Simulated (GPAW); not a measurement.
# SnO (P1) in GPAW: single point with PBE

Aim: the single point of SnO with PBE.

All numbers are computed with GPAW 26.7.0; they aren't measurements. Logs are shortened: lines on timing, memory, paths and dates and some standing lists are left out, and cuts for length are marked. The log counts tension as positive stress, the text compression.

## 1. The cell of the first run

The typed cell holds 4 atoms: a = 3.814 Å, b = 3.814 Å, c = 4.887 Å, α = 90.00°, β = 90.00°, γ = 90.00°.

The cell is a database's computed one.

## 2. Single point, PBE (atoms moved at random, drawn with an rms of 0.05 Å)

Contents of run.py:

```python
from ase import Atoms
from ase.dft.bandgap import bandgap
from ase.io import write
from ase.units import GPa
from gpaw import GPAW, PW

atoms = Atoms(['Sn', 'Sn', 'O', 'O'],
              cell=[[3.81369522, 0.0, 0.0],
                    [0.0, 3.81369522, 0.0],
                    [0.0, 0.0, 4.8869133]],
              scaled_positions=[[0.509185, -0.004328, 0.769766],
                                [0.003193, 0.500751, 0.224902],
                                [0.006846, 0.003447, -0.001905],
                                [0.493564, 0.495629, -0.001614]],
              pbc=True)

calc = GPAW(mode=PW(800),
            xc='PBE',
            kpts={'size': (7, 7, 6), 'gamma': True},
            occupations={'name': 'fermi-dirac', 'width': 0.05},
            nbands=33,
            convergence={'density': 1e-05, 'energy': 1e-05},
            maxiter=150,
            txt='gpaw.txt')
atoms.calc = calc
energy = atoms.get_potential_energy()
forces = atoms.get_forces()
stress = atoms.get_stress()
calc.write('gs.gpw')
write('result.traj', atoms)
print(f'Energy: {energy:.6f} eV')
print('Forces (eV/A):')
print(forces.round(4))
print('Stress (GPa):', (stress / GPa).round(3))
print('Fermi level:', round(calc.get_fermi_level(), 4), 'eV')
print(f'Gap: {bandgap(calc)[0]:.4f} eV, direct: {bandgap(calc, direct=True)[0]:.4f} eV')
```

Potentials or basis: GPAW PAW data sets (gpaw-data 1.2.1), pw.

Launch:

```console
OMP_NUM_THREADS=1 python run.py
```

gpaw.txt:

```text
__  _  _
 | _ |_)|_||  |
 |__||  | ||/\| - 26.7.0

Input parameters:
  mode=PW(ecut=800.0),
  convergence={'density': 1e-05, 'energy': 1e-05},
  kpts=MonkhorstPack(size=(7, 7, 6), gamma=True),
  maxiter=150,
  nbands=33,
  occupations=Occupations(name='fermi-dirac', width=0.05),
  xc=XC(name='PBE')

Diagonalizing LCAO Hamiltonian
Converting LCAO to pw mode
   .--------.
  /|  O Sn  |
 O |        |
 | |        |
 | |        |
 | |        |
 |Sn--------.
 |/        /
 *--------*

Atoms  # Å, Bohr magnetons
|   | symbol |        x |         y |         z |    initial magnetic moments |
|---|--------|----------|-----------|-----------|-----------------------------|
| 0 |     Sn | 1.941876 | -0.016506 |  3.761780 | ( 0.0000,  0.0000,  0.0000) |
| 1 |     Sn | 0.012177 |  1.909712 |  1.099077 | ( 0.0000,  0.0000,  0.0000) |
| 2 |      O | 0.026109 |  0.013146 | -0.009310 | ( 0.0000,  0.0000,  0.0000) |
| 3 |      O | 1.882303 |  1.890178 | -0.007887 | ( 0.0000,  0.0000,  0.0000) |

Unit cell  # Å
| periodic |        x |        y |        z |  lengths |    angles |
|----------|----------|----------|----------|----------|-----------|
|      yes | 3.813695 | 0.000000 | 0.000000 | 3.813695 | 90.000000 |
|      yes | 0.000000 | 3.813695 | 0.000000 | 3.813695 | 90.000000 |
|      yes | 0.000000 | 0.000000 | 4.886913 | 4.886913 | 90.000000 |

Number of symmetries: 1
Symmetry operations  # r_c * U_cc + t_c -> r_c
|   | kind |            matrix            |
|---|------|------------------------------|
| 0 |  E   |  1, 0, 0,  0, 1, 0,  0, 0, 1 |

BZ-sampling:
  Number of BZ points: 294
  Number of IBZ points: 148

  Monkhorst-Pack size: [7, 7, 6]
  Monkhorst-Pack shift: [0.0, 0.0, 0.08333333333333333]

K-points  # in reciprocal-cell coordinates
|     |                                coordinates |     weight |
|-----|--------------------------------------------|------------|
|   0 | (  0.00000000,   0.00000000,   0.00000000) | 0.00340136 |
|   1 | (  0.00000000,   0.00000000,   0.16666667) | 0.00680272 |
|   2 | (  0.00000000,   0.00000000,   0.33333333) | 0.00680272 |
|   3 | (  0.00000000,   0.00000000,   0.50000000) | 0.00340136 |
|   4 | (  0.00000000,   0.14285714,  -0.33333333) | 0.00680272 |
|   5 | (  0.00000000,   0.14285714,  -0.16666667) | 0.00680272 |
|   6 | (  0.00000000,   0.14285714,   0.00000000) | 0.00680272 |
|   7 | (  0.00000000,   0.14285714,   0.16666667) | 0.00680272 |
|   8 | (  0.00000000,   0.14285714,   0.33333333) | 0.00680272 |
|   9 | (  0.00000000,   0.14285714,   0.50000000) | 0.00680272 |
| ... |                                            |            |
| 147 | (  0.42857143,   0.42857143,   0.50000000) | 0.00680272 |

Plane wave coefficients: 3678
Cutoff: 800.0 eV

Spin-components: 1 (collinear spins)
Bands:           33
Projectors:      22
Spin-degeneracy: 2
Datatype:        complex128

Parallelization:
  kpt:    1
  domain: 1
  band:   1

Density:
  Valence electrons: 40.0
  Components: 1
  Grid points: [25 25 32]
  Charge: 0.0  # |e|

Potential:
  Grid points: [25 25 32]

species:
  Sn:
    name:    Tin
    Z:       50.0
    valence: 14
    core:    36
    charge:  0.0  # [|e|]
    compensation charges:
      type: gauss
      rc: 0.38  # [Å]
      lmax: 2
    cutoffs:
      filter: 2.23  # [Å]
      core: 2.35  # [Å]
    projectors
    | kind |    occ | energy [eV] | rcut [Å] |
    |------|--------|-------------|----------|
    |   5s |  2.000 |     -10.538 |    1.201 |
    |   5p |  2.000 |      -3.696 |    1.270 |
    |   4d | 10.000 |     -25.845 |    1.185 |
    |    s |        |      16.674 |    1.201 |
    |    p |        |      23.515 |    1.270 |
    |    d |        |       1.367 |    1.185 |

    Using partial waves for Sn as LCAO basis

  O:
    name:    Oxygen
    Z:       8.0
    valence: 6
    core:    2
    charge:  0.0  # [|e|]
    compensation charges:
      type: gauss
      rc: 0.21  # [Å]
      lmax: 2
    cutoffs:
      filter: 1.17  # [Å]
      core: 0.83  # [Å]
    projectors
    | kind |    occ | energy [eV] | rcut [Å] |
    |------|--------|-------------|----------|
    |   2s |  2.000 |     -23.961 |    0.688 |
    |   2p |  4.000 |      -9.029 |    0.598 |
    |    s |        |       3.251 |    0.688 |
    |    p |        |      18.182 |    0.598 |
    |    d |        |       0.000 |    0.619 |

    Using partial waves for O as LCAO basis

Reference energy: -340103.091216  # eV

eigensolver:
  PPCG
  Converge bands: occupied
  niter=2

density mixing:
  MSR1-Mixer
  Pratt-step length: 0.05
  Maximum mixing coefficient: 0.75
  Old densities: 10
  SVD Regularization: 0.005
  Good broyden scale: 1.0
  Trust region scale: 1.0
  Backstep threshold: 4.0
  History deletion threshold: 6.0
  Fourier metric: weight=20.0, sigma=0.015

occupation numbers:
  Fermi-Dirac:
    width: 0.0500  # eV

poisson solver:
  ecut: 6400.0  # eV

xc functional:
  name: PBE with 2 nearest neighbor stencil

convergence criteria:
- Maximum integral of absolute [dens]ity change: 1e-05 electrons / valence electron
- Maximum [total energy] change in last 3 cyles: 1e-05 eV / valence electron
- Maximum integral of absolute [eigenst]ate change: 4e-08 eV^2 / valence electron
maximum number of iterations: 150

SCF iterations
|iter     | |      energy | eigst |  dens |
|---------|-|-------------|-------|-------|
|iter:   1| |  -26.805973 | +0.10 |       |
|iter:   2| |  -25.783500 | -1.52 | -1.01 |
|iter:   3| |  -23.565578 | -0.96 | -1.07 |
|iter:   4| |  -23.544346 | -2.86 | -1.55 |
|iter:   5| |  -23.545689 | -3.04 | -1.80 |
|iter:   6| |  -23.546406 | -4.25 | -2.54 |
|iter:   7| |  -23.546482 | -5.56 | -3.22 |
|iter:   8| |  -23.546487c| -5.96 | -3.71 |
|iter:   9| |  -23.546485c| -6.62 | -3.95 |
|iter:  10| |  -23.546485c| -8.24c| -4.76 |
|iter:  11| |  -23.546485c| -8.40c| -5.18c|

Converged in 11 steps
Energy contributions relative to reference atoms: (reference = -340103.091216)

Energy contributions:
  Kinetic:          41.718710
  Coulomb:         -39.464426
  Zero:              0.204503
  External:          0.000000
  Xc:              -26.005245
  Entropy:          -0.000054
  Spinorbit:         0.000000
  ----------------------------
  Free energy:     -23.546512
  Extrapolated:    -23.546485

dipole moment: (-22.757195, 2.183247, 26.845700)  # |e|*Ang

Fermi level: 6.973
Eigenvalues  # (at kpt = [0.000, 0.000, 0.000])
| band index |      eig [eV] | occ [0-2] |
|------------|---------------|-----------|
|          0 |       -15.400 |     2.000 |
|        ... |               |           |
|         12 |        -1.044 |     2.000 |
|         13 |         0.134 |     2.000 |
|         14 |         0.168 |     2.000 |
|         15 |         0.330 |     2.000 |
|         16 |         3.074 |     2.000 |
|         17 |         3.241 |     2.000 |
[... 8 lines left out ...]
|         26 |        13.695 |     0.000 |
|         27 |        14.083 |     0.000 |
|        ... |               |           |
|         32 |        22.159 |     0.000 |

Gap: 0.616 eV
Transition (v -> c):
  (s=0, k=42, n=19, [0.14, 0.00, 0.00]) -> (s=0, k=144, n=20, [0.43, 0.43, 0.00])
Direct/indirect transitions are different
Direct gap: 1.931 eV
Transition at: (s=0, k=1, n=19, [0.00, 0.00, 0.17])

Forces  # eV/Ang
|        x |        y |        z |
|----------|----------|----------|
| -0.11047 |  0.04950 | -1.01399 |  # Sn   0
| -0.08926 | -0.00495 |  1.10013 |  # Sn   1
| -0.19568 | -0.18748 | -0.02812 |  # O    2
|  0.39530 |  0.14290 | -0.05803 |  # O    3

Stress tensor  # eV/Ang^3
|         x |         y |         z |
|-----------|-----------|-----------|
| -0.033217 | -0.000229 |  0.000974 |
| -0.000229 | -0.032494 |  0.000001 |
|  0.000974 |  0.000001 | -0.034678 |

# Writing to gs.gpw (mode='')
```

It took 3.6 min on 1 thread of Arm Neoverse V2, shared host; peak memory 0.57 GiB.

Results:

```
Free energy            : -23.5465 eV
Pressure               : 5.4 GPa
Largest force          : 1.104 eV/Å
Band gap on the k mesh : 0.62 eV, indirect (least direct gap 1.93 eV)
```

Forces on the atoms (eV/Å):
```
Sn  -0.110  0.049 -1.014
Sn  -0.089 -0.005  1.100
O   -0.196 -0.187 -0.028
O    0.395  0.143 -0.058
```

Levels at points of the mesh, in eV from the valence-band top:
```tsv
k point	band 16	band 17	band 18	band 19	band 20	band 21	band 22	band 23	band 24	band 25
(0.00, 0.00, 0.00)	-6.32	-3.58	-3.41	-3.39	-0.01	1.97	4.06	4.99	5.00	5.71
(0.00, 0.00, 0.50)	-3.63	-3.43	-3.41	-3.14	-2.09	1.52	3.24	3.24	3.70	7.83
```

Caveat: spin-orbit coupling is left out, which moves the levels of the heavy elements; an odd mesh through Γ misses points on the zone boundary, where band edges often lie.
